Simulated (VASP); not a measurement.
# MoS2 (P-3m1) in VASP: notebook

One crystal, MoS2, is run at these levels: HSE06; tasks: single point.

Everything below comes from runs of VASP 6.6.1. Logs are shortened: lines on timing, memory, paths and dates and some standing lists are left out, and cuts for length are marked.

### 1 Starting point

The structure is trigonal, space group P-3m1 (No. 164). Conventional cell: a = 3.227 Å, b = 3.227 Å, c = 6.312 Å, α = 90.00°, β = 90.00°, γ = 120.00°. Mo (site symmetry -3m) has 6 S at 2.42 Å as nearest neighbours. S (site symmetry 3m) has 3 Mo at 2.42 Å as nearest neighbours.

Measurements of this composition are mostly on another form, of space group No. 194.

### 2 Single point, HSE06

Contents of POSCAR:

```
MoS2
1.0
    3.2274645616      0.0000000000      0.0000000000
   -1.6137322808      2.7950663001      0.0000000000
    0.0000000000      0.0000000000      6.3124734200
Mo S
1 2
Direct
    0.0000000000      0.0000000000      0.5000000000
    0.6666666667      0.3333333333      0.7446806800
    0.3333333333      0.6666666667      0.2553193200
```

Contents of INCAR.step1:

```
SYSTEM = MoS2
PREC = Accurate
ENCUT = 400
EDIFF = 1E-5
ISMEAR = 0
SIGMA = 0.01
LREAL = .FALSE.
LASPH = .TRUE.
NELM = 100
ALGO = Normal
ISIF = 2
LWAVE = .TRUE.
LCHARG = .FALSE.
NKRED = 1
NBANDS = 21
GGA = PE
```

Contents of INCAR.step2:

```
SYSTEM = MoS2
PREC = Accurate
ENCUT = 400
EDIFF = 1E-6
ISMEAR = 0
SIGMA = 0.01
LREAL = .FALSE.
LASPH = .TRUE.
NELM = 100
ALGO = Normal
ISIF = 2
LWAVE = .FALSE.
LCHARG = .FALSE.
GGA = PE
LHFCALC = .TRUE.
HFSCREEN = 0.2
PRECFOCK = Fast
NKRED = 1
NBANDS = 21
ISTART = 1
```

Contents of KPOINTS:

```
regular mesh
0
G
  4 4 2
  0 0 0
```

Potentials or basis: VASP PAW PBE potentials, release 64 (Mo_sv, S).

On the command line:

```bash
> cat potpaw_PBE.64/Mo_sv/POTCAR potpaw_PBE.64/S/POTCAR > POTCAR
> cp INCAR.step1 INCAR
> mpirun -np 1 vasp_std > vasp.out
> cp INCAR.step2 INCAR
> mpirun -np 1 vasp_std > vasp.out
```

OUTCAR:

```text
SYSTEM = MoS2
   PREC = Accurate
   ENCUT = 400
   EDIFF = 1E-6
   ISMEAR = 0
   LREAL = .FALSE.
   LASPH = .TRUE.
   NELM = 100
   ISIF = 2
   GGA = PE
   LHFCALC = .TRUE.
   HFSCREEN = 0.2
   PRECFOCK = Fast
   NKRED = 1
   ISTART = 1

 Found      8 irreducible k-points:

 Following reciprocal coordinates:
            Coordinates               Weight
  0.000000  0.000000  0.000000      1.000000
  0.250000  0.000000  0.000000      6.000000
  0.500000  0.000000  0.000000      3.000000
  0.250000  0.250000  0.000000      6.000000
  0.000000  0.000000  0.500000      1.000000
  0.250000  0.000000  0.500000      6.000000
   k-points           NKPTS =      8   k-points in BZ     NKDIM =     32   number of bands    NBANDS=     21
   number of dos      NEDOS =    301   number of ions     NIONS =      3
   total plane-waves  NPLWV =  24192
   dimension x,y,z NGX =    24 NGY =   24 NGZ =   42
   dimension x,y,z NGXF=    48 NGYF=   48 NGZF=   84
   ions per type =               1   2
   NGX,Y,Z   is equivalent  to a cutoff of  12.36, 12.36, 11.06 a.u.
   NGXF,Y,Z  is equivalent  to a cutoff of  24.72, 24.72, 22.12 a.u.
 SYSTEM =  MoS2
   PREC   = accura    normal or accurate (medium, high low for compatibility)
   ISTART =      1    job   : 0-new  1-cont  2-samecut
   ICHARG =      0    charge: 1-file 2-atom 10-const
   ISPIN  =      1    spin polarized calculation?
   LNONCOLLINEAR =      F non collinear calculations
   LSORBIT =      F    spin-orbit coupling
   LASPH  =      T    aspherical Exc in radial PAW
   ENCUT  =  400.0 eV  29.40 Ry    5.42 a.u.   5.26  5.26 10.29*2*pi/ulx,y,z
   NELM   =    100;   NELMIN=  2; NELMDL=  0     # of ELM steps
   EDIFF  = 0.1E-05   stopping-criterion for ELM
   LREAL  =      F    real-space projection
   EDIFFG = 0.1E-04   stopping-criterion for IOM
   NSW    =      0    number of steps for IOM
   IBRION =     -1    ionic relax: 0-MD 1-quasi-New 2-CG
   NFREE  =      0    steps in history (QN), initial steepest desc. (CG)
   ISIF   =      2    stress and relaxation
   ISYM   =      3    0-nonsym 1-usesym 2-fastsym
   POTIM  = 0.5000    time-step for ionic-motion
   TEBEG  =    0.0;   TEEND  =   0.0 temperature during run
   PSTRESS=    0.0 pullay stress
   NELECT =      26.0000    total number of electrons
   NUPDOWN=      -1.0000    fix difference up-down
   EMIN   =  10.00;   EMAX   =-10.00  energy-range for DOS
   EFERMI =   0.00;   METHOD = LEGACY
   ISMEAR =     0;   SIGMA  =   0.01  broadening in eV -4-tet -1-fermi 0-gaus
   EFERMI_NEDOS =   21; number of points for ismear=-14 and -15
   IALGO  =     38    algorithm
   IMIX   =      1    mixing-type and parameters
     AMIX     =   0.40;   BMIX     =  1.00
     AMIX_MAG =   1.60;   BMIX_MAG =  1.00
  volume/ion in A,a.u.               =      18.98       128.09
  Fermi-wavevector in a.u.,A,eV,Ry     =   1.260612  2.382212 21.621610  1.589144
  Thomas-Fermi vector in A             =   2.394113
   LORBIT       =      0    0 simple, 1 ext, 2 COOP (PROOUT), +10 PAW based schemes
   GGA     = PE    functional components
   LHFCALC =     T    Hartree Fock is set to
   PRECFOCK=fast      Normal, Fast or Accurate (Low or Medium for compatibility)
   ENCUT4O =  -1.0   cutoff for four orbital integrals eV
   NKREDX  =     1    reduce k-point grid by
   NKREDY  =     1    reduce k-point grid by
   NKREDZ  =     1    reduce k-point grid by
   AEXX    =    0.2500 exact exchange contribution
   HFSCREEN=    0.2000 screening length (either q_TF or 0.3 A-1)
   HFSCREENC=   0.2000 screening length for correlation (either q_TF or 0.3 A-1)
   ENCUTFOCK=  -1.0 apply spherical cutoff to Coloumb kernel
   IVDW    =     0    specifies the selected vdW correction
   LEPSILON=     F    determine dielectric tensor
   LRPA    =     F    only Hartree local field effects (RPA)
 non-spin polarized calculation
 Gauss-broadening in eV      SIGMA  =   0.01
  energy-cutoff  :      400.00
  volume of cell :       56.94
 maximum number of plane-waves:      1048
 NGX is ok and might be reduce to    24
  NGX = 12; NGY = 12; NGZ = 24

 number of electron      26.0000003 magnetization

 Free energy of the ion-electron system (eV)
  ---------------------------------------------------
  ext. energy  EPLUGINS =         0.00000000
  ---------------------------------------------------
  free energy    TOTEN  =       -25.04854688 eV

  energy without entropy =      -25.04758274  energy(sigma->0) =      -25.04806481

 E-fermi :   6.7297     XC(G=0):  -8.6089

 val. band max:        6.6927410132   @ k =   0.2500   0.2500   0.5000
 cond. band min:       6.7327033123   @ k =   0.2500   0.2500   0.0000
 fundamental gap:      0.0399622991
 Fermi energy:         6.7296576121

 k-point     1 :       0.0000    0.0000    0.0000
  band No.  band energies     occupation
      1     -59.3357      2.00000
      2     -31.9036      2.00000
      3     -31.8948      2.00000
      4     -31.8948      2.00000
      5      -9.8941      2.00000
      6      -8.2824      2.00000
      7      -0.9314      2.00000
      8       2.0759      2.00000
      9       2.0759      2.00000
     10       4.4318      2.00000
     11       5.5027      2.00000
     12       5.5989      2.00000
     13       5.5989      2.00000
     14       6.2698      2.00000
     15       6.2698      2.00000
     16      10.5957      0.00000
     17      10.5957      0.00000
     18      13.4241      0.00000
     19      13.7222      0.00000
     20      17.1997      0.00000
     21      17.1997      0.00000

 k-point     2 :       0.2500    0.0000    0.0000
  band No.  band energies     occupation
      1     -59.3167      2.00000
      2     -32.0975      2.00000
      3     -31.9432      2.00000
      4     -31.8650      2.00000
      5      -8.9604      2.00000
      6      -8.0887      2.00000
      7       0.1665      2.00000
      8       0.9377      2.00000
      9       1.8103      2.00000
     10       2.3449      2.00000
     11       4.2659      2.00000
     12       4.3442      2.00000
     13       5.0878      2.00000
     14       7.5225      0.00000
     15       7.7268      0.00000
     16      10.4276      0.00000
     17      10.6216      0.00000
     18      14.9531      0.00000
     19      15.2164      0.00000
     20      15.8521      0.00000
     21      17.6978      0.00000

 k-point     3 :       0.5000    0.0000    0.0000
  band No.  band energies     occupation
      1     -59.2977      2.00000
      2     -32.2930      2.00000
      3     -31.9921      2.00000
      4     -31.8260      2.00000
      5      -8.1436      2.00000
      6      -7.4052      2.00000
      7      -1.0837      2.00000
      8       1.0824      2.00000
      9       1.2256      2.00000
     10       1.9742      2.00000
     11       2.8969      2.00000
     12       4.6108      2.00000
     13       4.6785      2.00000
     14       8.1081      0.00000
     15       9.0052      0.00000
     16      11.0732      0.00000
     17      11.2707      0.00000
     18      12.9969      0.00000
     19      14.5412      0.00000
     20      15.9362      0.00000
     21      15.9728      0.00000

 k-point     4 :       0.2500    0.2500    0.0000
  band No.  band energies     occupation
      1     -59.2978      2.00000
      2     -32.2184      2.00000
      3     -32.0673      2.00000
      4     -31.8263      2.00000
      5      -7.8124      2.00000
      6      -7.7918      2.00000
      7      -0.0013      2.00000
      8       0.5541      2.00000
      9       1.7007      2.00000
     10       1.8455      2.00000
     11       1.9056      2.00000
     12       3.2745      2.00000
     13       6.7327      0.66667
     14       7.5408      0.00000
     15       8.7019      0.00000
     16       9.4875      0.00000
     17      11.5470      0.00000
     18      13.9380      0.00000
     19      15.6475      0.00000
     20      16.5073      0.00000
     21      17.4966      0.00000

 k-point     5 :       0.0000    0.0000    0.5000
  band No.  band energies     occupation
      1     -59.3357      2.00000
      2     -31.9032      2.00000
      3     -31.8946      2.00000
      4     -31.8946      2.00000
      5      -9.6912      2.00000
      6      -8.6114      2.00000
      7      -0.0613      2.00000
      8       2.0865      2.00000
      9       2.0865      2.00000
     10       2.5554      2.00000
     11       5.5894      2.00000
     12       5.5894      2.00000
     13       6.1958      2.00000
     14       6.1958      2.00000
     15       6.5520      2.00000
     16      10.7751      0.00000
     17      10.7751      0.00000
     18      13.3916      0.00000
     19      15.3615      0.00000
     20      16.5168      0.00000
     21      17.3289      0.00000

 k-point     6 :       0.2500    0.0000    0.5000
  band No.  band energies     occupation
      1     -59.3167      2.00000
      2     -32.0974      2.00000
      3     -31.9431      2.00000
      4     -31.8649      2.00000
      5      -8.7820      2.00000
      6      -8.3090      2.00000
      7       0.2715      2.00000
      8       1.1227      2.00000
      9       1.8053      2.00000
     10       2.3234      2.00000
     11       3.7253      2.00000
     12       4.2883      2.00000
     13       5.3317      2.00000
     14       7.7943      0.00000
     15       8.0386      0.00000
     16       9.7979      0.00000
     17      10.4977      0.00000
     18      14.7086      0.00000
     19      14.9451      0.00000
     20      16.0706      0.00000
     21      18.2189      0.00000

 [... further k-points ...]

------------------------ aborting loop because EDIFF is reached ----------------------------------------

  FORCE on cell =-STRESS in cart. coord.  units (eV):
  Direction    XX          YY          ZZ          XY          YZ          ZX
  --------------------------------------------------------------------------------------
  -------------------------------------------------------------------------------------
  Total       -0.7569540     -0.7569540     -1.4797908     -0.0000000     -0.0000000      0.0000000
  in kB      -21.2974159    -21.2974159    -41.6349206     -0.0000000     -0.0000000      0.0000000
  external PRESSURE =     -28.0765841 kB  Pullay stress =       0.0000000 kB

 VOLUME and BASIS-vectors are now :
 -----------------------------------------------------------------------------
  energy-cutoff  :      400.00
  volume of cell :       56.94
      direct lattice vectors                 reciprocal lattice vectors
     3.227464562  0.000000000  0.000000000     0.309840737  0.178886633  0.000000000
    -1.613732281  2.795066300  0.000000000     0.000000000  0.357773266  0.000000000
     0.000000000  0.000000000  6.312473420     0.000000000  0.000000000  0.158416509

 POSITION                                       TOTAL-FORCE (eV/Angst)
 -----------------------------------------------------------------------------------
      0.00000      0.00000      3.15624        -0.000000      0.000000      0.000000
      1.61373      0.93169      4.70078        -0.000000      0.000000     -0.530998
     -0.00000      1.86338      1.61170         0.000000     -0.000000      0.530998
 -----------------------------------------------------------------------------------
    total drift:                                0.000000      0.000000      0.000000

  FREE ENERGIE OF THE ION-ELECTRON SYSTEM (eV)
  ---------------------------------------------------
  free  energy   TOTEN  =       -25.0485468837 eV

  energy  without entropy=      -25.0475827429  energy(sigma->0) =      -25.04806481
```

Wall time 87 s (1 thread of AMD EPYC 9R45 (Zen 5), shared host); peak memory 0.22 GiB.

These settings aren't checked as converged: the numbers below hold their error.

What came out:

| Quantity | Value |
| --- | --- |
| Free energy | -25.0485 eV |
| Pressure | -2.8 GPa |
| Largest force | 0.531 eV/Å |
| Band gap on the k mesh | none (metal or under the smearing width) |

Caveat: the k mesh is coarse (spacing up to 0.56 Å⁻¹), so the values aren't converged, least of all with exact exchange; the PAW data sets were made with another functional, which shifts forces and pressure a little; this functional lacks dispersion, which binds the layers, so the pressure and a relaxed spacing across them are unreliable.

### 3 Single point, HSE06

POSCAR is that of step 2.

INCAR.step1, as its differences from that of step 2:

```diff
@@ -2,3 +2,3 @@
 PREC = Accurate
-ENCUT = 400
+ENCUT = 350
 EDIFF = 1E-5
```

INCAR.step2, as its differences from that of step 2:

```diff
@@ -2,3 +2,3 @@
 PREC = Accurate
-ENCUT = 400
+ENCUT = 350
 EDIFF = 1E-6
@@ -16,3 +16,3 @@
 HFSCREEN = 0.2
-PRECFOCK = Fast
+PRECFOCK = Accurate
 NKRED = 1
```

Contents of KPOINTS:

```
regular mesh
0
G
  5 5 2
  0 0 0
```

Potentials or basis: VASP PAW PBE potentials, release 64 (Mo_sv, S).

On the command line:

```bash
> cat potpaw_PBE.64/Mo_sv/POTCAR potpaw_PBE.64/S/POTCAR > POTCAR
> cp INCAR.step1 INCAR
> mpirun -np 1 vasp_std > vasp.out
> cp INCAR.step2 INCAR
> mpirun -np 1 vasp_std > vasp.out
```

Run time: 10 min. Hardware: 1 thread of AMD EPYC 9R45 (Zen 5), shared host; peak memory 0.22 GiB.

These settings aren't checked as converged: the numbers below hold their error.

Results:

```yaml
Free_energy: -25.1425 eV
Pressure: -3.8 GPa
Largest_force: 0.400 eV/Å
Band_gap_on_the_k_mesh: none (metal or under the smearing width)
```

Caveat: the k mesh is coarse (spacing up to 0.50 Å⁻¹), so the values aren't converged, least of all with exact exchange; the PAW data sets were made with another functional, which shifts forces and pressure a little; this functional lacks dispersion, which binds the layers, so the pressure and a relaxed spacing across them are unreliable.

[end of part 1 of 2]
